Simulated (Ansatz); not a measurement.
# GaAs: the cost of one run

Program: Ansatz 0.2.0. Level of theory: DFT PBE, scalar-relativistic. These are calculated values, not measurements.

## 1. Starting point

It takes space group F-43m (No. 216, cubic). Conventional cell: a = 5.654 Å, b = 5.654 Å, c = 5.654 Å, α = 90.00°, β = 90.00°, γ = 90.00°. Around Ga (site symmetry -43m) lie 4 As at 2.45 Å. Around As (site symmetry -43m) lie 4 Ga at 2.45 Å.

Structure file:

```cif
data_structure
_symmetry_space_group_name_H-M 'P 1'
_symmetry_Int_Tables_number 1
_cell_length_a 3.9978
_cell_length_b 3.9978
_cell_length_c 3.9978
_cell_angle_alpha 60.000
_cell_angle_beta 60.000
_cell_angle_gamma 60.000
_cell_volume 45.18
loop_
_atom_site_label
_atom_site_type_symbol
_atom_site_fract_x
_atom_site_fract_y
_atom_site_fract_z
_atom_site_occupancy
Ga1 Ga 0.00000 0.00000 0.00000 1
As1 As 0.75000 0.75000 0.75000 1
```

Atoms are numbered in the order of the input: Ga1, As2.

## 2. After the deformation

Space group F-43m before, I-4m2 after.

## 3. LAPW, all electrons

Contents of input.yaml:

```yaml
crystal:
  lattice:
    - [0.0, 2.82685, 2.8551185]
    - [2.82685, 0.0, 2.8551185]
    - [2.82685, 2.82685, 0.0]
  atoms:
    - { symbol: Ga, position: [0.0, 0.0, 0.0] }
    - { symbol: As, position: [0.75, 0.75, 0.75] }
kpoints:
  mp_grid: { grid: [11, 11, 11] }
  band_path:
    path:
      - [0.0, 0.0, 0.0]
      - [0.5, 0.0, 0.5]
      - [0.75, 0.25, 0.5]
      - [0.5, 0.5, 0.5]
      - [0.0, 0.0, 0.0]
      - [0.5, 0.5, 0.0]
      - [0.6274629938, 0.6274629938, 0.2549259876]
      - [0.3725370062, 0.3725370062, 0.7450740124]
      - [0.0, 0.0, 0.0]
    npoints: 5
scf:
  occupations: { method: fermi_dirac, width: 0.05 }
hamiltonian:
  xc: pbe
  pseudopotentials: { kind: all_electron, lapw: { basis_error: 0.0005 } }
output:
  forces: true
  stress: true
  eigenvalues: true
```

On the command line:

```bash
> ansatz run input.yaml --threads 1 --pin off --max-ram 3072MiB --backend cpu --events-out ev --progress --plain --runs-dir out
```

What time and memory should one allow on 1 thread of Intel Xeon 6975P-C (Granite Rapids), shared host?

About 34 s, with a peak of 0.62 GiB.
